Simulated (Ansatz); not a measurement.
# CuO: the cost of one run

Program: Ansatz 0.2.0. Level of theory: DFT HSE06, PAW, plane waves, scalar-relativistic. These are calculated values, not measurements.

### 1 The system as given

Symmetry: Cc, No. 9, monoclinic system. Conventional cell: a = 4.693 Å, b = 3.428 Å, c = 5.137 Å, α = 90.00°, β = 99.55°, γ = 90.00°. Cu (site symmetry 1) has 4 O at 1.89 to 2.04 Å in its first shell of neighbours. O (site symmetry 1) has 4 Cu at 1.89 to 2.04 Å in its first shell of neighbours.

As a file:

```
Cu O
1.0
     2.34635   -1.71415    0.00000
     2.34635    1.71415    0.00000
    -0.85192    0.00000    5.06587
Cu O
2 2
Direct
  0.00330 0.49670 0.00000
  0.49670 0.00330 0.50000
  0.57190 0.40730 0.26020
  0.40730 0.57190 0.76020
```

In tables a label like O4 counts atoms in the order of input.yaml; a structure file may count by element.

Known so far: 7 plain starts ended in 3 states. The lowest came from “a moment on one site alone, plain SCF [Cu2 1.00 μB]”: antiferromagnetic, site moments Cu1 -0.70, Cu2 0.70 μB, total 0.00 μB per cell, a gap of 2.74 eV on the k-mesh, free energy -14380.3780 eV.

Runs to come: parallel moments, default search level; opposed moments +-, default search level; the moments typed in its input, standard search level.

Under a hybrid the search levels only allow a further exchange loop from another filling of the frontier levels; the end state isn't tested for a lower one. Iterations are summed over the PBE start and the exchange cycles. Ends within 0.2 meV/atom and 0.1 μB count as one state.

Site moments are integrals over atomic spheres and don't add up to the total.

### 2 Parallel moments, default search level

input.yaml reads:

```yaml
crystal:
  lattice:
    - [2.34635, -1.71415, 0.0]
    - [2.34635, 1.71415, 0.0]
    - [-0.85192, 0.0, 5.06587]
  atoms:
    - { symbol: Cu, position: [0.0033, 0.4967, 0.0], spin: 1.0 }
    - { symbol: Cu, position: [0.4967, 0.0033, 0.5], spin: 1.0 }
    - { symbol: O, position: [0.5719, 0.4073, 0.2602] }
    - { symbol: O, position: [0.4073, 0.5719, 0.7602] }
magnetization:
  spin_polarized: true
hamiltonian:
  xc: hse06
  pseudopotentials: { kind: paw }
basis:
  ecutwfc: 420
kpoints:
  mp_grid: { grid: [5, 5, 3] }
scf:
  occupations: { method: fermi_dirac, width: 0.02 }
output:
  forces: true
  stress: true
  write_density: true
  write_potential: true
  elf: true
  volumetric_format: npy
```

Run with:

```bash
ansatz run input.yaml --threads 4 --pin off --max-ram 10240MiB --backend cpu --events-out ev --progress --plain --runs-dir out
```

**Question.** How long does this run take on 4 threads of Intel Xeon 6975P-C (Granite Rapids), shared host, and how much memory does it need?

About 49 s, with a peak of 1 GiB.
